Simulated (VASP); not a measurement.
Input of a VASP 6.6.1 run:

The input INCAR:

```
SYSTEM = InAs
PREC = Accurate
ENCUT = 600
EDIFF = 1E-6
ISMEAR = 0
SIGMA = 0.03
LREAL = .False.
LASPH = .True.
NELM = 80
ALGO = Normal
ISIF = 3
LWAVE = .False.
LCHARG = .False.
GGA = PE
IBRION = 2
NSW = 90
EDIFFG = -0.01
```

The input KPOINTS:

```
Automatic mesh
0
Gamma
  10 10 10
  0 0 0
```

The input POSCAR:

```
InAs
1.0
    0.0000000000      3.0180000000      3.0180000000
    3.0180000000      0.0000000000      3.0180000000
    3.0180000000      3.0180000000      0.0000000000
In As
1 1
Direct
    0.0000000000      0.0000000000      0.0000000000
    0.2500000000      0.2500000000      0.2500000000
```

Potentials or basis: VASP PAW PBE potentials, release 64 (In_d, As).

Command:

```console
$ cat potpaw_PBE.64/In_d/POTCAR potpaw_PBE.64/As/POTCAR > POTCAR
$ mpirun -np 1 vasp_std > vasp.out
```

Predict the relaxed volume.

29.62 Å³/atom.

Estimate the space group after relaxing (to 0.05 Å).

F-43m (No. 216).

Predict the relaxed cell.

a = 4.376 Å, b = 4.376 Å, c = 4.376 Å, α = 60.00°, β = 60.00°, γ = 60.00°.

Predict the band gap on the k mesh.

none (metal or under the smearing width).

Step by step:
| step | energy change (eV) | largest force (eV/Å) | pressure (GPa) | volume (Å³) |
| --- | --- | --- | --- | --- |
| 1 | 0.0000 | 0.0000 | 4.37 | 54.98 |
| 2 | -0.0455 | 0.0000 | -1.45 | 61.16 |
| 3 | -0.0543 | 0.0000 | 0.03 | 59.24 |

Caveat: this crystal is a semiconductor, whose small gap the functional closes, so the metal is an error of the method. PBE usually gives volumes a little too large and moduli too small.
